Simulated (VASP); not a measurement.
# Si (Im-3m) in VASP: notebook, part 2 of 2

VASP 6.6.1. The steps go on from the part before.

### Step 3. Wannier functions by SCDM, PBEsol (volume scaled by 1.15)

Input file Si.cif:

```cif
data_Si
_cell_length_a 6.99035901
_cell_length_b 6.99035901
_cell_length_c 6.99035901
_cell_angle_alpha 90.00000000
_cell_angle_beta 90.00000000
_cell_angle_gamma 90.00000000
_space_group_name_H-M_alt 'Im-3m'
_space_group_name_Hall '-I 4 2 3'
_space_group_IT_number 229
loop_
_space_group_symop_operation_xyz
'x,y,z'
'-x,-y,-z'
'-y,x,z'
'y,-x,-z'
'-x,-y,z'
'x,y,-z'
'y,-x,z'
'-y,x,-z'
'x,-y,-z'
'-x,y,z'
'-y,-x,-z'
'y,x,z'
'-x,y,-z'
'x,-y,z'
'y,x,-z'
'-y,-x,z'
'z,x,y'
'-z,-x,-y'
'z,-y,x'
'-z,y,-x'
'z,-x,-y'
'-z,x,y'
'z,y,-x'
'-z,-y,x'
'-z,x,-y'
'z,-x,y'
'-z,-y,-x'
'z,y,x'
'-z,-x,y'
'z,x,-y'
'-z,y,x'
'z,-y,-x'
'y,z,x'
'-y,-z,-x'
'x,z,-y'
'-x,-z,y'
'-y,z,-x'
'y,-z,x'
'-x,z,y'
'x,-z,-y'
'-y,-z,x'
'y,z,-x'
'-x,-z,-y'
'x,z,y'
'y,-z,-x'
'-y,z,x'
'x,-z,y'
'-x,z,-y'
'x+1/2,y+1/2,z+1/2'
'-x+1/2,-y+1/2,-z+1/2'
'-y+1/2,x+1/2,z+1/2'
'y+1/2,-x+1/2,-z+1/2'
'-x+1/2,-y+1/2,z+1/2'
'x+1/2,y+1/2,-z+1/2'
'y+1/2,-x+1/2,z+1/2'
'-y+1/2,x+1/2,-z+1/2'
'x+1/2,-y+1/2,-z+1/2'
'-x+1/2,y+1/2,z+1/2'
'-y+1/2,-x+1/2,-z+1/2'
'y+1/2,x+1/2,z+1/2'
'-x+1/2,y+1/2,-z+1/2'
'x+1/2,-y+1/2,z+1/2'
'y+1/2,x+1/2,-z+1/2'
'-y+1/2,-x+1/2,z+1/2'
'z+1/2,x+1/2,y+1/2'
'-z+1/2,-x+1/2,-y+1/2'
'z+1/2,-y+1/2,x+1/2'
'-z+1/2,y+1/2,-x+1/2'
'z+1/2,-x+1/2,-y+1/2'
'-z+1/2,x+1/2,y+1/2'
'z+1/2,y+1/2,-x+1/2'
'-z+1/2,-y+1/2,x+1/2'
'-z+1/2,x+1/2,-y+1/2'
'z+1/2,-x+1/2,y+1/2'
'-z+1/2,-y+1/2,-x+1/2'
'z+1/2,y+1/2,x+1/2'
'-z+1/2,-x+1/2,y+1/2'
'z+1/2,x+1/2,-y+1/2'
'-z+1/2,y+1/2,x+1/2'
'z+1/2,-y+1/2,-x+1/2'
'y+1/2,z+1/2,x+1/2'
'-y+1/2,-z+1/2,-x+1/2'
'x+1/2,z+1/2,-y+1/2'
'-x+1/2,-z+1/2,y+1/2'
'-y+1/2,z+1/2,-x+1/2'
'y+1/2,-z+1/2,x+1/2'
'-x+1/2,z+1/2,y+1/2'
'x+1/2,-z+1/2,-y+1/2'
'-y+1/2,-z+1/2,x+1/2'
'y+1/2,z+1/2,-x+1/2'
'-x+1/2,-z+1/2,-y+1/2'
'x+1/2,z+1/2,y+1/2'
'y+1/2,-z+1/2,-x+1/2'
'-y+1/2,z+1/2,x+1/2'
'x+1/2,-z+1/2,y+1/2'
'-x+1/2,z+1/2,-y+1/2'
loop_
_atom_site_label
_atom_site_type_symbol
_atom_site_symmetry_multiplicity
_atom_site_Wyckoff_symbol
_atom_site_fract_x
_atom_site_fract_y
_atom_site_fract_z
_atom_site_occupancy
Si1 Si 12 d 0.2500000000 0.0000000000 0.5000000000 1
```

Input file POSCAR:

```
Si
 1.0000000000000000
     6.9903590099999997    0.0000000000000000    0.0000000000000000
     0.0000000000000000    6.9903590099999997    0.0000000000000000
     0.0000000000000000    0.0000000000000000    6.9903590099999997
 Si 
  12
Cartesian
  1.7475897524999999  0.0000000000000000  3.4951795049999999
  5.2427692575000000  0.0000000000000000  3.4951795049999999
  0.0000000000000000  1.7475897524999999  3.4951795049999999
  0.0000000000000000  5.2427692575000000  3.4951795049999999
  3.4951795049999999  1.7475897524999999  0.0000000000000000
  3.4951795049999999  5.2427692575000000  0.0000000000000000
  3.4951795049999999  0.0000000000000000  1.7475897524999999
  3.4951795049999999  0.0000000000000000  5.2427692575000000
  0.0000000000000000  3.4951795049999999  1.7475897524999999
  0.0000000000000000  3.4951795049999999  5.2427692575000000
  1.7475897524999999  3.4951795049999999  0.0000000000000000
  5.2427692575000000  3.4951795049999999  0.0000000000000000
```

Input file INCAR.step1:

```
SYSTEM = Si
PREC     = Accurate       ! precision mode
ENCUT    = 520            ! plane-wave cutoff, eV
EDIFF    = 1E-6           ! SCF threshold, eV
ISMEAR   = -1             ! smearing method
SIGMA    = 0.1            ! smearing width, eV
LREAL    = .FALSE.        ! projectors in reciprocal space
LASPH    = .TRUE.         ! aspherical terms in the spheres
NELM     = 60             ! most SCF steps
ALGO     = Normal         ! electronic algorithm
ISIF     = 2              ! what is computed and relaxed
LWAVE    = .TRUE.         ! write WAVECAR
LCHARG   = .TRUE.         ! write CHGCAR
GGA      = PS             ! functional
```

Input file INCAR.step2:

```
SYSTEM = Si
PREC     = Accurate       ! precision mode
ENCUT    = 520            ! plane-wave cutoff, eV
EDIFF    = 1E-6           ! SCF threshold, eV
ISMEAR   = -1             ! smearing method
SIGMA    = 0.1            ! smearing width, eV
LREAL    = .FALSE.        ! projectors in reciprocal space
LASPH    = .TRUE.         ! aspherical terms in the spheres
NELM     = 60             ! most SCF steps
ALGO     = Normal         ! electronic algorithm
ISIF     = 2              ! what is computed and relaxed
LWAVE    = .FALSE.        ! write WAVECAR
LCHARG   = .FALSE.        ! write CHGCAR
GGA      = PS             ! functional
ISTART   = 1            
ICHARG   = 11             ! starting density
ISYM     = -1           
NUM_WANN = 24           
LSCDM    = .TRUE.
```

Input file KPOINTS:

```
regular mesh
0
G
  4 4 4
  0 0 0
```

Input file KPOINTS_OPT:

```
path GXMGRX,MR
12
line-mode
reciprocal
 0.0000000000  0.0000000000  0.0000000000  G
 0.0000000000  0.5000000000  0.0000000000  X

 0.0000000000  0.5000000000  0.0000000000  X
 0.5000000000  0.5000000000  0.0000000000  M

 0.5000000000  0.5000000000  0.0000000000  M
 0.0000000000  0.0000000000  0.0000000000  G

 0.0000000000  0.0000000000  0.0000000000  G
 0.5000000000  0.5000000000  0.5000000000  R

 0.5000000000  0.5000000000  0.5000000000  R
 0.0000000000  0.5000000000  0.0000000000  X

 0.5000000000  0.5000000000  0.0000000000  M
 0.5000000000  0.5000000000  0.5000000000  R
```

Input file KPOINTS_WAN:

```
path GXMGRX,MR
12
line-mode
reciprocal
 0.0000000000  0.0000000000  0.0000000000  G
 0.0000000000  0.5000000000  0.0000000000  X

 0.0000000000  0.5000000000  0.0000000000  X
 0.5000000000  0.5000000000  0.0000000000  M

 0.5000000000  0.5000000000  0.0000000000  M
 0.0000000000  0.0000000000  0.0000000000  G

 0.0000000000  0.0000000000  0.0000000000  G
 0.5000000000  0.5000000000  0.5000000000  R

 0.5000000000  0.5000000000  0.5000000000  R
 0.0000000000  0.5000000000  0.0000000000  X

 0.5000000000  0.5000000000  0.0000000000  M
 0.5000000000  0.5000000000  0.5000000000  R
```

Potentials or basis: VASP PAW PBE potentials, release 64 (Si).

On the command line:

```sh
> ase convert -i cif -o vasp Si.cif POSCAR
> cat potpaw_PBE.64/Si/POTCAR > POTCAR
> cp INCAR.step1 INCAR
> mpirun -np 1 vasp_std > vasp.out
> cp INCAR.step2 INCAR
> mpirun -np 1 vasp_std > vasp.out
```

OUTCAR:

```text
SYSTEM = Si
   PREC = Accurate
   ENCUT = 520
   EDIFF = 1E-6
   ISMEAR = -1
   LREAL = .FALSE.
   LASPH = .TRUE.
   NELM = 60
   ISIF = 2
   GGA = PS
   ISTART = 1
   ICHARG = 11
   ISYM = -1

 ion  position               nearest neighbor table
   1  0.250  0.000  0.500-   3 2.47   4 2.47   7 2.47   8 2.47
   2  0.750  0.000  0.500-   3 2.47   4 2.47   7 2.47   8 2.47
   3  0.000  0.250  0.500-   1 2.47   2 2.47   9 2.47  10 2.47
   4  0.000  0.750  0.500-   1 2.47   2 2.47   9 2.47  10 2.47
   5  0.500  0.250  0.000-   7 2.47   8 2.47  11 2.47  12 2.47
[... 1008 lines left out ...]
 VOLUME and BASIS-vectors are now :
 -----------------------------------------------------------------------------
  energy-cutoff  :      520.00
  volume of cell :      341.58
      direct lattice vectors                 reciprocal lattice vectors
     6.990359010  0.000000000  0.000000000     0.143054169  0.000000000  0.000000000
     0.000000000  6.990359010  0.000000000     0.000000000  0.143054169  0.000000000
     0.000000000  0.000000000  6.990359010     0.000000000  0.000000000  0.143054169

 POSITION                                       TOTAL-FORCE (eV/Angst)
 -----------------------------------------------------------------------------------
      1.74759      0.00000      3.49518        -0.000004     -0.000002     -0.000001
      5.24277      0.00000      3.49518         0.000005     -0.000002     -0.000000
      0.00000      1.74759      3.49518        -0.000002     -0.000003     -0.000006
      0.00000      5.24277      3.49518        -0.000004      0.000002      0.000003
      3.49518      1.74759      0.00000        -0.000000     -0.000004      0.000001
      3.49518      5.24277      0.00000         0.000004      0.000003      0.000001
      3.49518      0.00000      1.74759        -0.000000     -0.000002     -0.000003
      3.49518      0.00000      5.24277         0.000000     -0.000003      0.000001
      0.00000      3.49518      1.74759         0.000000      0.000000      0.000002
      0.00000      3.49518      5.24277        -0.000001      0.000004      0.000001
      1.74759      3.49518      0.00000        -0.000002      0.000002      0.000002
      5.24277      3.49518      0.00000         0.000004      0.000004     -0.000001
 -----------------------------------------------------------------------------------
    total drift:                                0.000004      0.000004     -0.000012

  FREE ENERGIE OF THE ION-ELECTRON SYSTEM (eV)
  ---------------------------------------------------
  free  energy   TOTEN  =       -64.9476213410 eV

  energy  without entropy=      -64.9061703829  energy(sigma->0) =      -64.92689586
```

OSZICAR.step1:

```text
N       E                     dE             d eps       ncg     rms          rms(c)
DAV:   1     0.141308295268E+03    0.14131E+03   -0.17347E+04   620   0.123E+03
DAV:   2    -0.537238100430E+02   -0.19503E+03   -0.18540E+03   785   0.174E+02
DAV:   3    -0.658787236804E+02   -0.12155E+02   -0.11769E+02   776   0.429E+01
DAV:   4    -0.662925222766E+02   -0.41380E+00   -0.41247E+00   897   0.911E+00
DAV:   5    -0.663002581113E+02   -0.77358E-02   -0.77335E-02   773   0.125E+00    0.101E+01
DAV:   6    -0.653771272857E+02    0.92313E+00   -0.53962E-01   762   0.243E+00    0.595E+00
DAV:   7    -0.649073058767E+02    0.46982E+00   -0.10829E+00   778   0.345E+00    0.513E-01
DAV:   8    -0.649369253940E+02   -0.29620E-01   -0.79204E-02   739   0.113E+00    0.220E-01
DAV:   9    -0.649418275079E+02   -0.49021E-02   -0.91867E-03   747   0.375E-01    0.191E-01
DAV:  10    -0.649473335701E+02   -0.55061E-02   -0.54061E-03   677   0.230E-01    0.537E-02
DAV:  11    -0.649474856514E+02   -0.15208E-03   -0.14345E-04   880   0.463E-02    0.147E-02
DAV:  12    -0.649476190817E+02   -0.13343E-03   -0.14515E-04   705   0.414E-02    0.633E-03
DAV:  13    -0.649476204457E+02   -0.13641E-05   -0.33482E-06   664   0.867E-03    0.331E-03
DAV:  14    -0.649476213273E+02   -0.88158E-06   -0.14579E-06   586   0.600E-03
   1 F= -.64947621E+02 E0= -.64926896E+02  d E =-.414499E-01
```

Run time: 10 min. Hardware: 1 thread of Intel Xeon Platinum 8488C (Sapphire Rapids), shared host; peak memory 0.98 GiB.

What came out:

```
Band gap on the k mesh        : 0.28 eV
Band gap along the path       : 0.23 eV
RMS miss of the Wannier bands : 0.020 eV
```

Levels at the corners of the path, in eV from the valence-band top:
```tsv
point	band 21	band 22	band 23	band 24	band 25	band 26	band 27	band 28
Γ	-1.57	0.00	0.00	0.00	0.39	0.39	0.39	1.68
X	-0.61	-0.61	-0.61	-0.61	0.28	0.28	2.31	2.31
X	-0.61	-0.61	-0.61	-0.61	0.28	0.28	2.31	2.31
M	-1.11	-1.11	-0.60	-0.60	1.17	1.17	2.29	2.29
M	-1.11	-1.11	-0.60	-0.60	1.17	1.17	2.29	2.29
Γ	-1.57	0.00	0.00	0.00	0.39	0.39	0.39	1.68
Γ	-1.57	0.00	0.00	0.00	0.39	0.39	0.39	1.68
R	-1.57	-1.57	-1.57	-1.57	2.24	2.24	2.24	2.24
R	-1.57	-1.57	-1.57	-1.57	2.24	2.24	2.24	2.24
X	-0.61	-0.61	-0.61	-0.61	0.28	0.28	2.31	2.31
M	-1.11	-1.11	-0.60	-0.60	1.17	1.17	2.29	2.29
R	-1.57	-1.57	-1.57	-1.57	2.24	2.24	2.24	2.24
```

### Step 4. Band structure, PBE+D4

Input file run.py:

```python
from ase.calculators.vasp import Vasp
from ase.dft.bandgap import bandgap
from ase.spacegroup import crystal

atoms = crystal(
    ['Si'],
    basis=[[0.25, 0.0, 0.5]],
    spacegroup=229,
    setting=1,
    cellpar=[6.67216638, 6.67216638, 6.67216638, 90.0, 90.0, 90.0],
    primitive_cell=True,
)
calc = Vasp(
    directory='calc',
    xc='pbe',
    pp='PBE',
    setups='recommended',
    prec='Accurate',
    encut=520,
    ediff=1e-06,
    ismear=0,
    sigma=0.05,
    lreal=False,
    lasph=True,
    nelm=60,
    algo='Normal',
    isif=2,
    lwave=False,
    lcharg=True,
    ivdw=13,
    kpts=[6, 6, 6],
    gamma=True,
)
atoms.calc = calc

print('energy (eV):', atoms.get_potential_energy())
print('free energy (eV):', atoms.get_potential_energy(force_consistent=True))
efermi = calc.get_fermi_level()
print('Fermi level (eV):', efermi)
path = atoms.cell.bandpath(npoints=40, eps=1e-4)
print('path:', path.path)
calc.set(kpts=path.kpts, reciprocal=True, icharg=11, isym=0, lcharg=False)
calc.calculate(atoms)
print('gap on the path (eV):', bandgap(calc, efermi=efermi)[0])
print('direct gap on the path (eV):', bandgap(calc, efermi=efermi, direct=True)[0])
```

On the command line:

```sh
> python run.py
```

It took 83 s on 1 thread of Intel Xeon Platinum 8488C (Sapphire Rapids), shared host; peak memory 0.3 GiB.

It converged, with:

```yaml
Band_gap_along_the_path: 0.10 eV, indirect (least direct gap 0.33 eV)
Dispersion_energy_per_atom: -0.255 eV
```

Levels at the corners of the path, in eV from the Fermi level:
```
point  band 10  band 11  band 12  band 13  band 14  band 15
    Γ    -2.14    -2.14    -2.14     1.98     1.98     1.98
    H    -0.05    -0.05    -0.05     0.30     0.30     0.30
    N    -2.13    -1.37    -0.75     1.11     2.25     2.61
    Γ    -2.14    -2.14    -2.14     1.98     1.98     1.98
    P    -2.94    -1.92    -1.92     2.19     2.19     2.19
    H    -0.05    -0.05    -0.05     0.30     0.30     0.30
    P    -2.94    -1.92    -1.92     2.19     2.19     2.19
    N    -2.13    -1.37    -0.75     1.11     2.25     2.61
```

Caveat: the log is that of the step along the path at fixed density, whose energy, stress, charges and moments have no meaning.

### Step 5. Summary

```tsv
task	level	cell	k mesh	smearing	gap on the mesh (eV)
optical spectrum	PBEsol+D3	as given	6 × 6 × 6	gaussian 0.05 eV	0.03
Wannier functions by SCDM	PBEsol	volume scaled by 1.15	4 × 4 × 4	fermi-dirac 0.1 eV	0.28
band structure	PBE+D4	as given	6 × 6 × 6	gaussian 0.05 eV	-
```

Alike in all rows: potentials or basis VASP PAW PBE potentials, release 64 (Si); no spin polarisation; cutoff (eV) 520.

Caveats: spectra need much finer meshes, so this one isn't converged (some runs); independent-particle spectra lack excitons (some runs).

Total energies depend on the potentials used, so only differences within one code and one set of settings carry meaning.
